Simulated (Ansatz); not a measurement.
Here is an Ansatz 0.2.0 calculation.

The input input.yaml:

```yaml
crystal:
  lattice:
    - [-1.388528, 1.363127, 1.431767]
    - [1.331084, -1.362437, 1.373633]
    - [1.415301, 1.38921, -1.431077]
  atoms:
    - { symbol: Ni, position: [-0.020755, -0.023133, -0.019485], spin: 1.0 }
hamiltonian:
  xc: pbe
  pseudopotentials: { kind: paw }
magnetization:
  spin_polarized: true
kpoints:
  mp_grid: { grid: [13, 13, 13] }
scf:
  occupations: { method: fermi_dirac, width: 0.05 }
output:
  forces: true
  stress: true
  eigenvalues: true
```

Potentials or basis: Ansatz PAW.

Run with:

```bash
$ ansatz run input.yaml --threads 1 --pin off --max-ram 2560MiB --backend cpu --events-out ev --progress --plain --runs-dir out
```

Task: Estimate the pressure.

Result: 8.2 GPa.

Task: What does it give for the band gap on the k mesh?

Result: None (metal or under the smearing width).

Task: Predict the absolute moment.

Result: 0.64 μB per cell.

Task: What does it give for the net moment?

Result: 0.58 μB per cell.

Stress tensor (GPa, compression positive):
```
 7.22 -3.13  7.14
-3.13  8.01 -0.46
 7.14 -0.46  9.45
```
